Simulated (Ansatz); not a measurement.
The system is Cu3Au (Auricupride).

```
Au Cu
1.0
     3.74000    0.00000    0.00000
     0.00000    3.74000    0.00000
     0.00000    0.00000    3.74000
Au Cu
1 3
Direct
  0.00000 0.00000 0.00000
  0.50000 0.50000 0.00000
  0.50000 0.00000 0.50000
  0.00000 0.50000 0.50000
```

| Item | Value |
| --- | --- |
| Program | Ansatz 0.2.0 |
| Task | relaxation of cell and atoms |
| Functional | PBEsol |
| Potentials or basis | Ansatz PAW |
| Cutoff | 420 eV (not typed: the program's choice for these potentials) |
| k mesh | 7 × 7 × 7 |
| Occupations | fermi-dirac, width 0.05 eV |
| Spin | no spin polarisation |

At the start: volume 13.08 Å³/atom.

Question: Where does the relaxation end?

Answer: It ends after 4 steps and the volume is 12.79 Å³/atom (-2.2 %); space group Pm-3m (No. 221, to 0.05 Å).

The path:
| step | energy change (eV) | largest force (eV/Å) | volume (Å³) |
| --- | --- | --- | --- |
| 1 | 0.0000 | 0.0000 | 52.31 |
| 2 | -0.0136 | 0.0000 | 51.29 |
| 3 | -0.0139 | 0.0000 | 51.15 |
| 4 | -0.0132 | 0.0000 | 51.15 |

Final structure:
```xyz
4
Lattice="3.7121 0.0000 0.0000 0.0000 3.7121 0.0000 0.0000 0.0000 3.7121" Properties=species:S:1:pos:R:3 pbc="T T T"
Au    0.0000    0.0000    0.0000
Cu    1.8560    1.8560    0.0000
Cu    1.8560    0.0000    1.8560
Cu    0.0000    1.8560    1.8560
```

Caveat: the plane-wave basis is chosen anew once the cell has moved, so the energies of steps on either side of that aren't comparable; the PAW data sets come from PBE, with cores solved anew for the run's functional, which leaves a small shift of forces and pressure.
